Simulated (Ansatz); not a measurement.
**TiCo: equation of state with PBE**

Crystal: TiCo.

```
Co Ti
1.0
     2.98611    0.00000    0.00000
     0.00000    2.98611    0.00000
     0.00000    0.00000    2.98611
Co Ti
1 1
Direct
  0.50000 0.50000 0.50000
  0.00000 0.00000 0.00000
```

The cell comes from a database or a generator and needn't be the stable form of this composition.

```
Program             : Ansatz 0.2.0
Task                : equation of state
Functional          : PBE
Potentials or basis : Ansatz PAW
Cutoff              : 420 eV
Density cutoff      : 1680 eV
k mesh              : 9 × 9 × 9
Occupations         : fermi-dirac, width 0.05 eV
Spin                : collinear spin, ferromagnetic start
Starting moments    : [2.0, 1.0] μB
```

| Quantity | Value |
| --- | --- |
| Equilibrium volume | 13.27 Å³/atom |
| Bulk modulus | 164 GPa |
| Pressure derivative of the bulk modulus | 4.0 |

Energy against volume, from the lowest point:
| volume (Å³/atom) | energy (meV/atom) |
| --- | --- |
| 12.515 | 24.12 |
| 12.781 | 9.70 |
| 13.047 | 1.87 |
| 13.313 | 0.00 |
| 13.580 | 3.51 |
| 13.846 | 11.88 |
| 14.112 | 24.67 |

All runs of the series together: 14 s on 2 threads of Arm Neoverse V2, on a shared host.
